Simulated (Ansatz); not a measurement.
Crystal: Be.

```xyz
1
Lattice="2.2327 0.0000 0.0000 0.0000 2.2327 0.0000 0.0000 0.0000 2.0657" Properties=species:S:1:pos:R:3 pbc="T T T"
Be    1.1164    1.1164    0.0000
```

The cell was built by a generator and needn't be a form met in nature.

Base run:

| Property | Result |
| --- | --- |
| Program | Ansatz 0.2.0 |
| Functional | revPBE |
| Potentials or basis | Ansatz PAW |
| Cutoff | 420 eV |
| Density cutoff | 1680 eV |
| k mesh | 12 × 12 × 13 |
| Occupations | fermi-dirac, width 0.05 eV |
| Spin | no spin polarisation |

Its results: band gap on the k mesh none (metal or under the smearing width); pressure 1.8 GPa.

**Question.** After a change of settings the same cell gave: band gap on the k mesh none (metal or under the smearing width); pressure -0.6 GPa. Which change was it?
A. functional from revPBE to LDA
B. functional from revPBE to BLYP
C. functional from revPBE to PBEsol
D. functional from revPBE to RPBE

**Answer.** C.

PBEsol binds more tightly than revPBE, so the same cell stands under less pressure.

Caveats: the PAW data sets come from PBE, with cores solved anew for the run's functional, which leaves a small shift of forces and pressure; the potentials were made for another functional, which shifts forces and pressure (some runs).

Not every run made on this cell is shown here.
